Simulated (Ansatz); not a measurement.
Lattice dynamics at Γ of KI (Fm-3m)

Perturbation theory with PBEsol in Ansatz on the PBEsol cell, ground state and force constants on a 6×6×6 mesh. No spin polarisation and no zero-point or thermal motion.

It is cubic, Fm-3m (No. 225); a = 7.009 Å in the conventional setting, 43.04 Å³ an atom. K has 6 I at 3.50 Å; I has 6 K at 3.50 Å.

```
K I
1.0
     0.00000    3.50441    3.50441
     3.50441    0.00000    3.50441
     3.50441    3.50441    0.00000
K I
1 1
Direct
  0.00000 0.00000 0.00000
  0.50000 0.50000 0.50000
```

Optical modes without the longitudinal term:

| ω (cm⁻¹) | degeneracy | IR intensity, summed over the level ((D/Å)²/amu) |
| --- | --- | --- |
| 99 | 3 | 2.98 |

The optical mode at Γ lies at 99 cm⁻¹ without the longitudinal term. With the long-range field the highest mode reaches 135 cm⁻¹.

The electronic dielectric tensor ε∞ is 2.95 in all directions. With the ions relaxed, ε⁰ is 5.5 in all directions. Born charges, averaged over directions: K +1.14, I -1.14 e.

With one polar mode in a cubic crystal the Lyddane-Sachs-Teller relation applies: (ω_LO/ω_TO)² = (134.6/98.9)² = 1.854, and ε⁰/ε∞ = 5.471/2.951 = 1.854. The refractive index √ε∞ is 1.72.

For comparison, on the r2SCAN cell the mean ε∞ is 2.73 with r2SCAN (ground state on 6×6×6; least gap 4.59 eV), 2.86 with PBE (ground state on 6×6×6; least gap 3.94 eV).

No spin-orbit coupling is included; it can move band edges with weight on the heavy atoms by tenths of an eV.
